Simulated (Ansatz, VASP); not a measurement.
**One calculation of BN, two programs**

File INCAR:

```
SYSTEM = BN
PREC = Accurate ; ENCUT = 520
EDIFF = 1E-6 ; ISMEAR = -1
SIGMA = 0.03 ; LREAL = .False.
LASPH = .True. ; NELM = 60
ALGO = Normal ; ISIF = 2
LWAVE = .False. ; LCHARG = .False.
GGA = PE ; NBANDS = 11
```

Contents of KPOINTS:

```
regular mesh
0
Gamma
  13 13 13
  0 0 0
```

The input POSCAR:

```
BN
1.0
    0.0000000000      1.7706018915      1.7706018915
    1.7706018915      0.0000000000      1.7706018915
    1.7706018915      1.7706018915      0.0000000000
B N
1 1
Direct
    0.0000000000      0.0000000000      0.0000000000
    0.7500000000      0.7500000000      0.7500000000
```

Input for Ansatz:

```yaml
crystal:
  lattice:
    - [0.0, 1.7706018915, 1.7706018915]
    - [1.7706018915, 0.0, 1.7706018915]
    - [1.7706018915, 1.7706018915, 0.0]
  atoms:
    - { symbol: B, position: [0.0, 0.0, 0.0] }
    - { symbol: "N", position: [0.75, 0.75, 0.75] }
kpoints:
  mp_grid: { grid: [13, 13, 13] }
  band_path:
    path:
      - [0.0, 0.0, 0.0]
      - [-0.5, -0.5, 0.0]
      - [-0.375, -0.375, 0.25]
      - [-0.375, 0.0, 0.375]
      - [0.0, 0.0, 0.0]
      - [0.0, 0.0, 0.5]
      - [-0.5, -0.25, 0.25]
      - [-0.5, -0.5, 0.0]
    npoints: 5
scf:
  occupations: { method: fermi_dirac, width: 0.03 }
hamiltonian:
  xc: pbe
  pseudopotentials: { kind: all_electron, lapw: { basis_error: 0.001 } }
output:
  forces: true
  stress: true
  eigenvalues: true
```

Change from the starting cell: volume scaled by 0.94.

Alike in both runs: task single point; functional PBE; k mesh 13 × 13 × 13; occupations fermi-dirac, width 0.03 eV; no spin polarisation.

|  | VASP | Ansatz |
| --- | --- | --- |
| version | VASP 6.6.1 | Ansatz 0.2.0 |
| potentials or method | VASP PAW PBE potentials, release 64 (B, N) | all-electron LAPW, scalar-relativistic |
| plane-wave cutoff (eV) | 520 | see its input |

|  | VASP | Ansatz | Ansatz less VASP |
| --- | --- | --- | --- |
| gap on the k mesh at the Fermi level (eV) | 4.60 | 4.61 | +0.011 |
| pressure (GPa) | 30.0 | 29.5 | -0.44 |

Ansatz ran all-electron here, so the differences hold the error of VASP's frozen core and of both bases.

Caveats: so large a pressure means that the cell lies far from this level's equilibrium, or that cutoff or potentials fall short (VASP); an odd mesh through Γ misses points on the zone boundary, where band edges often lie.
